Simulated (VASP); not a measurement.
# ZnO (P6_3mc) in VASP: band structure with HSE06

Aim: the band structure of ZnO with HSE06.

Everything below comes from runs of VASP 6.6.1. Logs are shortened: lines on timing, memory, paths and dates and some standing lists are left out, and cuts for length are marked.

**What was measured.**

“Electronic structure of alkaline earth and post-transition metal oxides”, 2009, arxiv:0908.1581 quotes, for a bulk crystal of ZnO: band gap 3.37 eV.

The runs below are set against these values where they give the same quantity.

## 1. The crystal as given

It takes space group P6_3mc (No. 186, hexagonal). The conventional cell has a = 3.287 Å, b = 3.287 Å, c = 5.305 Å, α = 90.00°, β = 90.00°, γ = 120.00°. Zn (site symmetry 3m) has 4 O at 2.00 to 2.01 Å as nearest neighbours. O (site symmetry 3m) has 4 Zn at 2.00 to 2.01 Å as nearest neighbours.

## 2. Band structure, HSE06

POSCAR

```
ZnO                                     
1.0
    3.2872343619     -0.0000000000      0.0000000000
   -1.6436171810      2.8468284628     -0.0000000000
    0.0000000000      0.0000000000      5.3047649378
  Zn              O             
     2     2
Direct
     0.3333333300000021    0.6666666699999979    0.4999313125428457
     0.6666666699999979    0.3333333300000021    0.9999313125428456
     0.6666666699999979    0.3333333300000021    0.3790786874571553
     0.3333333300000021    0.6666666699999979    0.8790786874571553
```

INCAR.step1

```
SYSTEM = ZnO
ALGO = Normal ; EDIFF = 1E-5
ENCUT = 520 ; GGA = PE
ISIF = 2 ; ISMEAR = 0
KPAR = 4 ; LASPH = .True.
LCHARG = .False. ; LREAL = .False.
LWAVE = .True. ; NBANDS = 26
NELM = 80 ; PREC = Accurate
SIGMA = 0.02
```

INCAR.step2

```
SYSTEM = ZnO
ALGO = Normal ; EDIFF = 1E-7
ENCUT = 520 ; GGA = PE
HFSCREEN = 0.2 ; ISIF = 2
ISMEAR = 0 ; ISTART = 1
KPAR = 4 ; LASPH = .True.
LCHARG = .False. ; LHFCALC = .True.
LREAL = .False. ; LWAVE = .False.
NBANDS = 26 ; NELM = 80
PREC = Accurate ; PRECFOCK = Fast
SIGMA = 0.02
```

KPOINTS

```
k-points
0
Gamma
  6 6 4
  0 0 0
```

KPOINTS_OPT

```
path GMKGALHA,LM,KH
12
line-mode
reciprocal
 0.0000000000  0.0000000000  0.0000000000  G
 0.5000000000  0.0000000000  0.0000000000  M

 0.5000000000  0.0000000000  0.0000000000  M
 0.3333333333  0.3333333333  0.0000000000  K

 0.3333333333  0.3333333333  0.0000000000  K
 0.0000000000  0.0000000000  0.0000000000  G

 0.0000000000  0.0000000000  0.0000000000  G
 0.0000000000  0.0000000000  0.5000000000  A

 0.0000000000  0.0000000000  0.5000000000  A
 0.5000000000  0.0000000000  0.5000000000  L

 0.5000000000  0.0000000000  0.5000000000  L
 0.3333333333  0.3333333333  0.5000000000  H

 0.3333333333  0.3333333333  0.5000000000  H
 0.0000000000  0.0000000000  0.5000000000  A

 0.5000000000  0.0000000000  0.5000000000  L
 0.5000000000  0.0000000000  0.0000000000  M

 0.3333333333  0.3333333333  0.0000000000  K
 0.3333333333  0.3333333333  0.5000000000  H
```

Potentials or basis: VASP PAW PBE potentials, release 64 (Zn, O).

On the command line:

```bash
$ cat potpaw_PBE.64/Zn/POTCAR potpaw_PBE.64/O/POTCAR > POTCAR
$ cp INCAR.step1 INCAR
$ mpirun -np 4 vasp_std > vasp.out
$ cp INCAR.step2 INCAR
$ mpirun -np 4 vasp_std > vasp.out
```

OUTCAR:

```text
SYSTEM = ZnO
   EDIFF = 1E-7
   ENCUT = 520
   GGA = PE
   HFSCREEN = 0.2
   ISIF = 2
   ISMEAR = 0
   ISTART = 1
   LASPH = .True.
   LHFCALC = .True.
   LREAL = .False.
   NELM = 80
   PREC = Accurate
   PRECFOCK = Fast

 ion  position               nearest neighbor table
   1  0.333  0.667  0.500-   3 2.00   3 2.00   3 2.00   4 2.01
   2  0.667  0.333  1.000-   4 2.00   4 2.00   4 2.00   3 2.01
   3  0.667  0.333  0.379-   1 2.00   1 2.00   1 2.00   2 2.01
   4  0.333  0.667  0.879-   2 2.00   2 2.00   2 2.00   1 2.01

  LATTYP: Found a hexagonal cell.
 ALAT       =     3.2872343619
 C/A-ratio  =     1.6137471059

  Lattice vectors:

 A1 = (   3.2872343619,   0.0000000000,   0.0000000000)
 A2 = (  -1.6436171810,   2.8468284628,   0.0000000000)
 A3 = (   0.0000000000,   0.0000000000,   5.3047649378)

Analysis of symmetry for initial positions (statically):
=====================================================================
 Subroutine PRICEL returns:
 Original cell was already a primitive cell.

 Routine SETGRP: Setting up the symmetry group for a
 hexagonal supercell.

 Subroutine GETGRP returns: Found 12 space group operations
 (whereof  6 operations were pure point group operations)
 out of a pool of 24 trial point group operations.

The static configuration has the point symmetry C_3v.
 The point group associated with its full space group is C_6v.

Analysis of symmetry for dynamics (positions and initial velocities):
=====================================================================
 Subroutine PRICEL returns:
 Original cell was already a primitive cell.

 Routine SETGRP: Setting up the symmetry group for a
 hexagonal supercell.

 Subroutine GETGRP returns: Found 12 space group operations
 (whereof  6 operations were pure point group operations)
 out of a pool of 24 trial point group operations.

The dynamic configuration has the point symmetry C_3v.
 The point group associated with its full space group is C_6v.

 Subroutine INISYM returns: Found 12 space group operations
 (whereof  6 operations are pure point group operations),
 and found     1 'primitive' translations

----------------------------------------------------------------------------------------

                                     Primitive cell

  volume of cell :      49.6430

  direct lattice vectors                    reciprocal lattice vectors
     3.287234362  0.000000000  0.000000000     0.304207090  0.175634046  0.000000000
    -1.643617181  2.846828463  0.000000000     0.000000000  0.351268091  0.000000000
     0.000000000  0.000000000  5.304764938     0.000000000  0.000000000  0.188509767

  length of vectors
     3.287234362  3.287234360  5.304764938     0.351268091  0.351268091  0.188509767

  position of ions in fractional coordinates (direct lattice)
     0.333333330  0.666666670  0.499931313
     0.666666670  0.333333330  0.999931313
     0.666666670  0.333333330  0.379078687
     0.333333330  0.666666670  0.879078687

  ion indices of the primitive-cell ions
   primitive index   ion index
                 1           1
                 2           2
                 3           3
                 4           4

----------------------------------------------------------------------------------------

 KPOINTS: k-points

Automatic generation of k-mesh.
 Grid dimensions read from file:
 generate k-points for:    6    6    4

 Generating k-lattice:

  Cartesian coordinates                     Fractional coordinates (reciprocal lattice)
     0.050701182  0.029272341  0.000000000     0.166666667  0.000000000  0.000000000
     0.000000000  0.058544682  0.000000000     0.000000000  0.166666667  0.000000000
     0.000000000  0.000000000  0.047127442     0.000000000  0.000000000  0.250000000

  Length of vectors
     0.058544682  0.058544682  0.047127442

  Shift w.r.t. Gamma in fractional coordinates (k-lattice)
     0.000000000  0.000000000  0.000000000

 Subroutine IBZKPT returns following result:
 ===========================================

 Found     21 irreducible k-points:

 Following reciprocal coordinates:
            Coordinates               Weight
  0.000000  0.000000  0.000000      1.000000
  0.166667  0.000000  0.000000      6.000000
  0.333333 -0.000000  0.000000      6.000000
  0.500000  0.000000  0.000000      3.000000
  0.166667  0.166667  0.000000      6.000000
  0.333333  0.166667  0.000000     12.000000
[... 13 lines left out ...]
  0.333333  0.166667  0.500000     12.000000
  0.333333  0.333333  0.500000      2.000000
   k-points           NKPTS =     21   k-points in BZ     NKDIM =    144   number of bands    NBANDS=     26
   number of dos      NEDOS =    301   number of ions     NIONS =      4
   total plane-waves  NPLWV =  23040
   dimension x,y,z NGX =    24 NGY =   24 NGZ =   40
   dimension x,y,z NGXF=    48 NGYF=   48 NGZF=   80
   ions per type =               2   2
   NGX,Y,Z   is equivalent  to a cutoff of  12.14, 12.14, 12.54 a.u.
   NGXF,Y,Z  is equivalent  to a cutoff of  24.28, 24.28, 25.07 a.u.
 SYSTEM =  ZnO
   PREC   = accura    normal or accurate (medium, high low for compatibility)
   ISTART =      1    job   : 0-new  1-cont  2-samecut
   ICHARG =      0    charge: 1-file 2-atom 10-const
   ISPIN  =      1    spin polarized calculation?
   LNONCOLLINEAR =      F non collinear calculations
   LSORBIT =      F    spin-orbit coupling
   LASPH  =      T    aspherical Exc in radial PAW
   ENCUT  =  520.0 eV  38.22 Ry    6.18 a.u.   6.11  6.11  9.86*2*pi/ulx,y,z
   NELM   =     80;   NELMIN=  2; NELMDL=  0     # of ELM steps
   EDIFF  = 0.1E-06   stopping-criterion for ELM
   LREAL  =      F    real-space projection
   EDIFFG = 0.1E-05   stopping-criterion for IOM
   NSW    =      0    number of steps for IOM
   IBRION =     -1    ionic relax: 0-MD 1-quasi-New 2-CG
   NFREE  =      0    steps in history (QN), initial steepest desc. (CG)
   ISIF   =      2    stress and relaxation
   ISYM   =      3    0-nonsym 1-usesym 2-fastsym
   POTIM  = 0.5000    time-step for ionic-motion
   TEBEG  =    0.0;   TEEND  =   0.0 temperature during run
   PSTRESS=    0.0 pullay stress
   NELECT =      36.0000    total number of electrons
   NUPDOWN=      -1.0000    fix difference up-down
   EMIN   =  10.00;   EMAX   =-10.00  energy-range for DOS
   EFERMI =   0.00;   METHOD = LEGACY
   ISMEAR =     0;   SIGMA  =   0.02  broadening in eV -4-tet -1-fermi 0-gaus
   EFERMI_NEDOS =   21; number of points for ismear=-14 and -15
   IALGO  =     38    algorithm
   IMIX   =      1    mixing-type and parameters
     AMIX     =   0.40;   BMIX     =  1.00
     AMIX_MAG =   1.60;   BMIX_MAG =  1.00
  volume/ion in A,a.u.               =      12.41        83.75
  Fermi-wavevector in a.u.,A,eV,Ry     =   1.470809  2.779426 29.433201  2.163279
  Thomas-Fermi vector in A             =   2.586021
   LORBIT       =      0    0 simple, 1 ext, 2 COOP (PROOUT), +10 PAW based schemes
   GGA     = PE    functional components
   LHFCALC =     T    Hartree Fock is set to
   PRECFOCK=fast      Normal, Fast or Accurate (Low or Medium for compatibility)
   ENCUT4O =  -1.0   cutoff for four orbital integrals eV
   NKREDX  =     1    reduce k-point grid by
   NKREDY  =     1    reduce k-point grid by
   NKREDZ  =     1    reduce k-point grid by
   AEXX    =    0.2500 exact exchange contribution
   HFSCREEN=    0.2000 screening length (either q_TF or 0.3 A-1)
   HFSCREENC=   0.2000 screening length for correlation (either q_TF or 0.3 A-1)
   ENCUTFOCK=  -1.0 apply spherical cutoff to Coloumb kernel
   IVDW    =     0    specifies the selected vdW correction
   LEPSILON=     F    determine dielectric tensor
   LRPA    =     F    only Hartree local field effects (RPA)
 non-spin polarized calculation
 Gauss-broadening in eV      SIGMA  =   0.02
  energy-cutoff  :      520.00
  volume of cell :       49.64
 maximum number of plane-waves:      1362
  NGX = 14; NGY = 14; NGZ = 24

 number of electron      36.0000037 magnetization

 Free energy of the ion-electron system (eV)
  ---------------------------------------------------
  ext. energy  EPLUGINS =         0.00000000
  ---------------------------------------------------
  free energy    TOTEN  =       -22.74165851 eV

  energy without entropy =      -22.74165851  energy(sigma->0) =      -22.74165851

 E-fermi :  -0.3025     XC(G=0):  -8.7310

 val. band max:       -0.4076023715   @ k =   0.0000   0.0000   0.0000
 cond. band min:       1.9844969254   @ k =   0.0000   0.0000   0.0000
 fundamental gap:      2.3920992969
 Fermi energy:        -0.3025157246

 k-point     1 :       0.0000    0.0000    0.0000
  band No.  band energies     occupation
      1     -19.5797      2.00000
      2     -18.9004      2.00000
      3      -6.8986      2.00000
      4      -6.8986      2.00000
      5      -6.8702      2.00000
      6      -6.7193      2.00000
[... 18 lines left out ...]
     25      15.7329      0.00000
     26      15.7329      0.00000

 k-point     2 :       0.1667    0.0000    0.0000
  band No.  band energies     occupation
      1     -19.4399      2.00000
      2     -18.8407      2.00000
      3      -6.9543      2.00000
      4      -6.8222      2.00000
      5      -6.7958      2.00000
      6      -6.6826      2.00000
[... 18 lines left out ...]
     25      15.5479      0.00000
     26      15.9272      0.00000

 k-point     3 :       0.3333   -0.0000    0.0000
  band No.  band energies     occupation
      1     -19.1277      2.00000
      2     -18.7408      2.00000
      3      -6.9743      2.00000
      4      -6.7109      2.00000
      5      -6.7035      2.00000
      6      -6.4388      2.00000
[... 485 lines left out ...]
 k-point    20 :       0.3333    0.1667    0.5000
  band No.  band energies     occupation
      1     -18.8217      2.00000
      2     -18.8217      2.00000
      3      -6.8673      2.00000
      4      -6.8673      2.00000
      5      -6.5017      2.00000
      6      -6.5017      2.00000
[... 18 lines left out ...]
     25      15.6790      0.00000
     26      15.6790      0.00000

 k-point    21 :       0.3333    0.3333    0.5000
  band No.  band energies     occupation
      1     -18.7680      2.00000
      2     -18.7680      2.00000
      3      -6.7032      2.00000
      4      -6.7032      2.00000
      5      -6.5972      2.00000
      6      -6.5972      2.00000
[... 18 lines left out ...]
     25      17.0283      0.00000
     26      17.0283      0.00000

------------------------ aborting loop because EDIFF is reached ----------------------------------------

  FORCE on cell =-STRESS in cart. coord.  units (eV):
  Direction    XX          YY          ZZ          XY          YZ          ZX
  --------------------------------------------------------------------------------------
  -------------------------------------------------------------------------------------
  Total       -1.2361819     -1.2361819     -1.3283521      0.0000000      0.0000000      0.0000000
  in kB      -39.8965044    -39.8965043    -42.8712029      0.0000000      0.0000000      0.0000000
  external PRESSURE =     -40.8880706 kB  Pullay stress =       0.0000000 kB

 VOLUME and BASIS-vectors are now :
 -----------------------------------------------------------------------------
  energy-cutoff  :      520.00
  volume of cell :       49.64
      direct lattice vectors                 reciprocal lattice vectors
     3.287234362  0.000000000  0.000000000     0.304207090  0.175634046  0.000000000
    -1.643617181  2.846828463  0.000000000     0.000000000  0.351268091  0.000000000
     0.000000000  0.000000000  5.304764938     0.000000000  0.000000000  0.188509767

 POSITION                                       TOTAL-FORCE (eV/Angst)
 -----------------------------------------------------------------------------------
     -0.00000      1.89789      2.65202         0.000000     -0.000000     -0.009704
      1.64362      0.94894      5.30440        -0.000000     -0.000000     -0.009704
      1.64362      0.94894      2.01092         0.000000     -0.000000      0.009704
     -0.00000      1.89789      4.66331         0.000000      0.000000      0.009704
 -----------------------------------------------------------------------------------
    total drift:                               -0.000005      0.000002     -0.001252

  FREE ENERGIE OF THE ION-ELECTRON SYSTEM (eV)
  ---------------------------------------------------
  free  energy   TOTEN  =       -22.7416585126 eV

  energy  without entropy=      -22.7416585126  energy(sigma->0) =      -22.74165851
```

Run time: 38 min. Hardware: 4 MPI ranks of Intel Xeon 6975P-C (Granite Rapids), shared host; peak memory 0.36 GiB.

What came out:

| Property | Result |
| --- | --- |
| Free energy | -22.7417 eV |
| Pressure | -4.1 GPa |
| Largest force | 0.010 eV/Å |
| Band gap on the k mesh | 2.39 eV, direct |
| Band gap along the path | 2.39 eV, direct |

Forces on the atoms (eV/Å):
```
Zn   0.000  0.000 -0.010
Zn   0.000  0.000 -0.010
O    0.000  0.000  0.010
O    0.000  0.000  0.010
```

Stress tensor (GPa, compression positive):
```
-3.99  0.00  0.00
 0.00 -3.99  0.00
 0.00  0.00 -4.29
```

Levels at the corners of the path, in eV from the valence-band top:
```
point  band 15  band 16  band 17  band 18  band 19  band 20  band 21  band 22
    Γ    -0.80    -0.06     0.00     0.00     2.39     7.04    10.11    14.81
    M    -2.91    -2.23    -1.33    -0.83     7.59     8.61     9.31    10.51
    M    -2.91    -2.23    -1.33    -0.83     7.59     8.61     9.31    10.51
    K    -3.76    -1.99    -1.99    -1.77     9.35     9.64     9.64     9.94
    K    -3.76    -1.99    -1.99    -1.77     9.35     9.64     9.64     9.94
    Γ    -0.80    -0.06     0.00     0.00     2.39     7.04    10.11    14.81
    Γ    -0.80    -0.06     0.00     0.00     2.39     7.04    10.11    14.81
    A    -0.39    -0.39    -0.39    -0.39     5.11     5.11    11.97    11.97
    A    -0.39    -0.39    -0.39    -0.39     5.11     5.11    11.97    11.97
    L    -1.50    -1.50    -1.38    -1.38     7.43     7.43    10.43    10.43
    L    -1.50    -1.50    -1.38    -1.38     7.43     7.43    10.43    10.43
    H    -2.80    -2.80    -1.22    -1.22     9.77     9.77     9.81     9.81
    H    -2.80    -2.80    -1.22    -1.22     9.77     9.77     9.81     9.81
    A    -0.39    -0.39    -0.39    -0.39     5.11     5.11    11.97    11.97
    L    -1.50    -1.50    -1.38    -1.38     7.43     7.43    10.43    10.43
    M    -2.91    -2.23    -1.33    -0.83     7.59     8.61     9.31    10.51
    K    -3.76    -1.99    -1.99    -1.77     9.35     9.64     9.64     9.94
    H    -2.80    -2.80    -1.22    -1.22     9.77     9.77     9.81     9.81
```

Caveat: the PAW data sets were made with another functional, which shifts forces and pressure a little.

## 3. How close it comes

Step 2. Against the measured gap of ZnO, 3.37 eV (quoted in “Electronic structure of alkaline earth and post-transition metal oxides”, 2009, arxiv:0908.1581), the calculated 2.39 eV is off by -0.98 eV. The value is that of HSE06, without temperature or zero-point motion.
